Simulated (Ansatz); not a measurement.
Consider CoCl3 (honeycomb trihalide sheet).

The cell holds 8 atoms: 2 Co and 6 Cl. Its edges and angles: a = 5.691 Å, b = 5.691 Å, c = 29.299 Å, α = 90.0°, β = 90.0°, γ = 120.0°. Vacuum lies along c.

```xyz
8
Lattice="4.6466 -2.3233 2.3233 -2.3233 -2.3233 -4.6466 16.9159 16.9159 -16.9159" Properties=species:S:1:pos:R:3
Co    5.4125    3.0892   -7.7359
Co    7.7359    3.0892   -5.4125
Cl    7.7906    5.3006   -5.3006
Cl    5.3006    5.3006   -7.7906
Cl    7.6239    3.1439   -7.6239
Cl    7.6812    3.2012   -3.2012
Cl    3.2012    3.2012   -7.6812
Cl    5.5245    3.0345   -5.5245
```

The structure was relaxed with PBEsol. The structure was generated from a model, not taken from a measurement. The runs that relaxed it are not among those shown. The program's search for lower electronic states was switched off, so nothing shows that the state found is the lowest. PAW set soft_2, made with PBE.

A constrained-RPA run (Ansatz 0.2.0; non-magnetic PBEsol; Co t2g, bands v6 to v1, 6×6×1 mesh, medium accuracy) builds 6 functions on bands 0.91 eV wide, with 12.0 electrons in the window. The bare on-site interaction is 16.4 eV and the bare J 0.54 eV.

Question: What U and J survive the screening?

On the Co t2g shell, U = 3.31 eV (20 % of the bare value), U′ = 2.45 eV, J = 0.38 eV.

The parent state is non-magnetic and the interaction static (zero frequency); U depends on the window and the orbitals, so it belongs to this model alone. A model of the t2g bands alone assumes low spin; where the ion is high-spin, as for many Cr, Mn, Fe and Co compounds, the eg bands are needed too.

[Paths, hosts, dates, memory and timing lines, banners, echoed tables and standing remarks are left out of the program output.]

[Logs are printed without paths, hosts, clocks, repeated set-up lines and the standing remarks that a program may print on its own settings, such as how far it seeks lower states.]

[Runs of the session that timed out or met a known fault of the program may be left out.]

[Hosts, paths, dates, database ids (printed as entryN), source tags and the programs' standing remarks are cut or masked in the printed files.]
